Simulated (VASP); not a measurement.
# CsPbBr₃: forms and broadenings of the independent-particle spectrum

CsPbBr₃, Pm-3m (no. 221), 5 atoms in the cell. PBE, independent-particle dielectric function; PAW potentials Pb_d, Cs_sv, Br (PBE set).

## Input

INCAR.step1:
```
SYSTEM = CsPbBr3
PREC     = Accurate       ! precision mode
ENCUT    = 280            ! plane-wave cutoff, eV
ISMEAR   = 0              ! smearing method
SIGMA    = 0.02           ! smearing width, eV
EDIFF    = 1E-8           ! SCF threshold, eV
LASPH    = .TRUE.         ! aspherical terms in the spheres
KPAR     = 4            
LWAVE    = .FALSE.        ! write WAVECAR
LCHARG   = .FALSE.        ! write CHGCAR
LEPSILON = .TRUE.         ! dielectric tensor by DFPT
```

INCAR.step2, as INCAR.step1 but for:
```
- LWAVE = .FALSE.
- LEPSILON = .TRUE.
+ LWAVE = .TRUE.
+ NBANDS = 78
```

INCAR.step3, as INCAR.step2 but for:
```
- EDIFF = 1E-8
- LWAVE = .TRUE.
+ EDIFF = 1E-7
+ LWAVE = .FALSE.
+ LOPTICS = .TRUE.
+ NEDOS = 2000
+ CSHIFT = 0.1
+ ALGO = None
+ NELM = 1
+ ISTART = 1
```

INCAR.step4, as INCAR.step3 but for:
```
+ LNABLA = .TRUE.
```

INCAR.step5, as INCAR.step4 but for:
```
- LNABLA = .TRUE.
+ LPEAD = .TRUE.
+ IPEAD = 1
```

INCAR.step6, as INCAR.step5 but for:
```
- IPEAD = 1
+ IPEAD = 3
```

INCAR.step7 changes the same tag again: IPEAD = 4.

INCAR.step8, as INCAR.step7 but for:
```
- CSHIFT = 0.1
- LPEAD = .TRUE.
- IPEAD = 4
+ CSHIFT = 0.2
```

INCAR.step9, as INCAR.step8 but for:
```
- CSHIFT = 0.2
+ CSHIFT = 0.03
```

INCAR.step10 changes the same tag again: CSHIFT = 0.3.

INCAR.step11, as INCAR.step10 but for:
```
- ISMEAR = 0
- CSHIFT = 0.3
+ ISMEAR = -5
+ CSHIFT = 0.1
```

INCAR.step12, as INCAR.step11 but for:
```
- ISMEAR = -5
- SIGMA = 0.02
+ ISMEAR = 0
+ SIGMA = 0.2
```

INCAR.step13, as INCAR.step12 but for:
```
- SIGMA = 0.2
+ SIGMA = 0.02
+ OMEGAMAX = 12
```

INCAR.step14, as INCAR.step13 but for:
```
- OMEGAMAX = 12
+ OMEGAMAX = 60
```

KPOINTS:
```
k-points
0
Gamma
  8 8 8
```

POSCAR:
```
CsPbBr3
1.0
    5.8700000000      0.0000000000      0.0000000000
    0.0000000000      5.8700000000      0.0000000000
    0.0000000000      0.0000000000      5.8700000000
Pb Cs Br
1 1 3
Direct
    0.5000000000      0.5000000000      0.5000000000
    0.0000000000      0.0000000000      0.0000000000
    0.5000000000      0.5000000000      0.0000000000
    0.5000000000      0.0000000000      0.5000000000
    0.0000000000      0.5000000000      0.5000000000
```

Commands (each step's output is kept before the next begins):
```
cat potpaw_PBE.64/Pb_d/POTCAR potpaw_PBE.64/Cs_sv/POTCAR potpaw_PBE.64/Br/POTCAR > POTCAR
cp INCAR.step1 INCAR
mpirun -np 4 vasp_std > vasp.out
rm WAVECAR CHG
cp INCAR.step2 INCAR
mpirun -np 4 vasp_std > vasp.out
cp INCAR.step3 INCAR
mpirun -np 4 vasp_std > vasp.out
cp INCAR.step4 INCAR
mpirun -np 4 vasp_std > vasp.out
cp INCAR.step5 INCAR
mpirun -np 4 vasp_std > vasp.out
cp INCAR.step6 INCAR
mpirun -np 4 vasp_std > vasp.out
cp INCAR.step7 INCAR
mpirun -np 4 vasp_std > vasp.out
cp INCAR.step8 INCAR
mpirun -np 4 vasp_std > vasp.out
cp INCAR.step9 INCAR
mpirun -np 4 vasp_std > vasp.out
cp INCAR.step10 INCAR
mpirun -np 4 vasp_std > vasp.out
cp INCAR.step11 INCAR
mpirun -np 4 vasp_std > vasp.out
cp INCAR.step12 INCAR
mpirun -np 4 vasp_std > vasp.out
cp INCAR.step13 INCAR
mpirun -np 4 vasp_std > vasp.out
cp INCAR.step14 INCAR
mpirun -np 4 vasp_std > vasp.out
```

## Result

- Direct gap on the mesh (eV): 1.53
- Gap on the mesh (eV): 1.53
- Bands: 78

One ground state, settings moved in the last step alone:

| Settings | ε at zero frequency | Mean energy of the absorption, weighted by Im ε (eV) | Time (s) |
|---|---|---|---|
| longitudinal form, CSHIFT 0.1 | 5.16 | 6.39 | 4 |
| transversal form (LNABLA) | 5.20 | 6.42 | 4 |
| finite differences (LPEAD), order 1 | 4.83 | 6.59 | 5 |
| finite differences (LPEAD), order 3 | 5.02 | 6.46 | 7 |
| finite differences (LPEAD), order 4 | 5.03 | 6.45 | 9 |
| CSHIFT 0.2 | 5.15 | 6.40 | 4 |
| CSHIFT 0.03 | 5.17 | 6.36 | 4 |
| CSHIFT 0.3 | 5.14 | 6.41 | 4 |
| tetrahedron method | 5.00 | 6.49 | 4 |
| SIGMA 0.2 | 5.17 | 6.39 | 4 |
| OMEGAMAX 12, which cuts the spectrum short | 4.68 | 6.34 | 4 |
| OMEGAMAX 60 | 5.16 | 6.39 | 4 |

The mean energy covers the spectrum up to 12 eV.

On the same mesh, density-functional perturbation theory with local fields gives ε = 4.85.

Limits: Spin-orbit coupling is left out, which can matter with atoms this heavy.

VASP 6.6.1 took 190 s on 4 cores (Intel Xeon 6975P-C (Granite Rapids)), a shared host.
